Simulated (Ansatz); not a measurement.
**Cr (Cmcm) under several functionals**

Plane-wave DFT in Ansatz with scalar-relativistic PAW potentials. The same structure was relaxed (cell and atoms, symmetry kept) in separate runs at each level. This form isn't the element's structure at ambient conditions. No spin polarisation.

**Question.** How do the levels PBE, PBE+D3(BJ), PBEsol, r2SCAN compare?

**Answer.**
```csv
level,cutoff (eV),k mesh,V (Å³/atom),a (Å),b (Å),c (Å)
PBEsol,420,20×20×10,11.409,2.269,4.807,4.184
PBE+D3(BJ),420,20×20×10,11.502,2.282,4.819,4.184
r2SCAN,500,20×20×10,11.591,2.297,4.927,4.097
PBE,420,20×20×10,11.834,2.301,4.867,4.227
```

The usual order of volumes, PBEsol < PBE, holds here (11.409, 11.834 Å³/atom). As a rule PBEsol, built on the gradient expansion of slowly varying densities, lies between LDA and PBE; PBE's stronger gradient term for exchange weakens bonds. Adding D3 to PBE changes the volume by -2.8 %; the term is attractive, so it pulls cells in. In metals the pairwise form ignores screening by the conduction electrons and often pulls in too far. r2SCAN lies 2.1 % under PBE in volume.

Spin polarisation was left out, and a magnetic state may lie lower.